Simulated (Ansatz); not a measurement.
A plane-wave DFT run in Ansatz 0.2.0 (scalar-relativistic PAW potentials unless the input names others): input and command.

```yaml
crystal:
  lattice:
    - [3.1302395629, 0.0, 0.0]
    - [-1.5651197815, 2.7108669814, 0.0]
    - [0.0, 0.0, 5.0179796548]
  atoms:
    - { symbol: Al, position: [0.3333333333, 0.6666666667, 0.0017287175] }
    - { symbol: Al, position: [0.6666666667, 0.3333333333, 0.5017287175] }
    - { symbol: "N", position: [0.3333333333, 0.6666666667, 0.3832712825] }
    - { symbol: "N", position: [0.6666666667, 0.3333333333, 0.8832712825] }
basis:
  ecutwfc: 420
kpoints:
  mp_grid: { grid: [12, 12, 6], kspacing: 0.3 }
hamiltonian:
  xc: pbe
scf:
  occupations: { method: gaussian, width: 0.05 }
  max_iter: 80
output:
  forces: true
  eigenvalues: true
  stress: true
```

```bash
ansatz run input.yaml --threads 1 --pin off --max-ram 2560MiB --backend cpu --events-out ev --progress --plain --runs-dir out
```

Question: Will this input run?

Answer: The program refuses it, because of a mesh typed together with a spacing (kpoints.mp_grid.kspacing: not typed → 0.3). Without that key it is accepted.

Abridged log:
```
Error: invalid value for `kpoints.mp_grid.kspacing`: mutually exclusive with `grid` — set one or the other
```